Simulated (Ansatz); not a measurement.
The system is Na.

```
Na
1.0
    -1.88829    1.88829    2.63728
     1.88829   -1.88829    2.63728
     1.88829    1.88829   -2.63728
Na
1
Direct
  0.00000 0.00000 0.00000
```

This isn't the form of Na at room conditions, which is bcc.

| Property | Result |
| --- | --- |
| Program | Ansatz 0.2.0 |
| Task | single point |
| Functional | PBE |
| Potentials or basis | all-electron LAPW, scalar-relativistic |
| Cutoff | 72 eV (chosen from the basis error) |
| Basis error allowed | 0.001 eV/atom |
| k mesh | 10 × 10 × 10 |
| Occupations | fermi-dirac, width 0.05 eV |
| Spin | no spin polarisation |

On this cell: pressure -0.1 GPa; band gap on the k mesh none (metal or under the smearing width).

The same run follows on a disturbed copy (cell strained at random at fixed volume):

```
Na
1.0
    -1.90826    1.94837    2.62269
     1.85560   -1.92535    2.56851
     1.89689    1.91399   -2.60621
Na
1
Direct
  0.99802 0.99502 0.98298
```

**Question.** What changes?

**Answer.** The energy (extrapolated to zero smearing) moves by -0.1 meV/atom; pressure -0.1 GPa; band gap on the k mesh none (metal or under the smearing width).

Stress tensor (GPa, compression positive):
```
 0.07  0.01  0.07
 0.01 -0.26 -0.06
 0.07 -0.06 -0.11
```
